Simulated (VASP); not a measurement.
A run of VASP 6.6.1 is set up as follows.

File INCAR:

```
PREC = Accurate ; ENCUT = 520
EDIFF = 1E-6 ; ISMEAR = 0
SIGMA = 0.1 ; LREAL = F
LASPH = T ; NELM = 100
ALGO = Fast ; ISIF = 2
LWAVE = F ; LCHARG = T
GGA = PE ; LELF = T
LVHAR = T ; NBANDS = 33
```

The input KPOINTS:

```
regular mesh
0
Gamma
  18 18 4
```

POSCAR

```
Os
1.0
    2.7400626784      0.0000000000      0.0000000000
   -1.3700313392      2.3729638874      0.0000000000
    0.0000000000      0.0000000000     13.2390484893
Os
6
Direct
    0.0000000000      0.0000000000      0.0000000000
    0.3333333333      0.6666666667      0.1628311994
    0.6666666667      0.3333333333      0.3371688006
    0.0000000000      0.0000000000      0.5000000000
    0.6666666667      0.3333333333      0.6628311994
    0.3333333333      0.6666666667      0.8371688006
```

Potentials or basis: VASP PAW PBE potentials, release 64 (Os).

Launch:

```console
$ cat potpaw_PBE.64/Os/POTCAR > POTCAR
$ mpirun -np 1 vasp_std > vasp.out
```

(1) Predict the band gap on the k mesh.

(2) Estimate the pressure.

(3) Estimate the largest force.

Answers

(1) none (metal or under the smearing width).

(2) -0.1 GPa.

(3) 0.008 eV/Å.
